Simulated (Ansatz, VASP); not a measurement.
## One calculation of NaI, two programs

INCAR

```
ALGO = Normal ; EDIFF = 1E-6
ENCUT = 520 ; GGA = PE
ISIF = 2 ; ISMEAR = 0
LASPH = True ; LCHARG = False
LREAL = False ; LWAVE = False
NBANDS = 14 ; NELM = 60
PREC = Accurate ; SIGMA = 0.02
```

KPOINTS

```
k-points
0
Gamma
  6 6 6
```

POSCAR

```
NaI
1.0
    0.0000000000      3.3281149661      3.3281149661
    3.3281149661      0.0000000000      3.3281149661
    3.3281149661      3.3281149661      0.0000000000
Na I
1 1
Direct
    0.0000000000      0.0000000000      0.0000000000
    0.5000000000      0.5000000000      0.5000000000
```

Input for Ansatz:

```yaml
crystal:
  lattice:
    - [0.0, 3.3281149661, 3.3281149661]
    - [3.3281149661, 0.0, 3.3281149661]
    - [3.3281149661, 3.3281149661, 0.0]
  atoms:
    - { symbol: Na, position: [0.0, 0.0, 0.0] }
    - { symbol: I, position: [0.5, 0.5, 0.5] }
basis:
  ecutwfc: 420
kpoints:
  mp_grid: { grid: [6, 6, 6] }
hamiltonian:
  xc: pbe
scf:
  occupations: { method: gaussian, width: 0.02 }
output:
  forces: true
  stress: true
  eigenvalues: true
  write_density: true
  write_potential: true
  elf: true
  volumetric_format: npy
```

Alike in both runs: task single point; functional PBE; k mesh 6 × 6 × 6; occupations gaussian, width 0.02 eV; no spin polarisation.

|  | VASP | Ansatz |
| --- | --- | --- |
| version | VASP 6.6.1 | Ansatz 0.2.0 |
| potentials or method | VASP PAW PBE potentials, release 64 (Na_pv, I) | scalar-relativistic, plane waves, PAW |
| plane-wave cutoff (eV) | 520 | 420 |
| valence electrons in the cell | 14 | 26 |

Ansatz gave:

```
gap on the k mesh at the Fermi level (eV) : 3.44
least direct gap on the mesh (eV)         : 3.44
pressure (GPa)                            : -0.8
```

Question: What did VASP give for the same quantities?

Answer: gap on the k mesh at the Fermi level (eV): 3.43; least direct gap on the mesh (eV): 3.43; pressure (GPa): -0.8.

The functional is the same, so the differences come from potentials, cutoffs and numerics. The two sets of potentials don't hold the same shells in valence.

Caveats: spin-orbit coupling is left out, which moves the levels of the heavy elements.
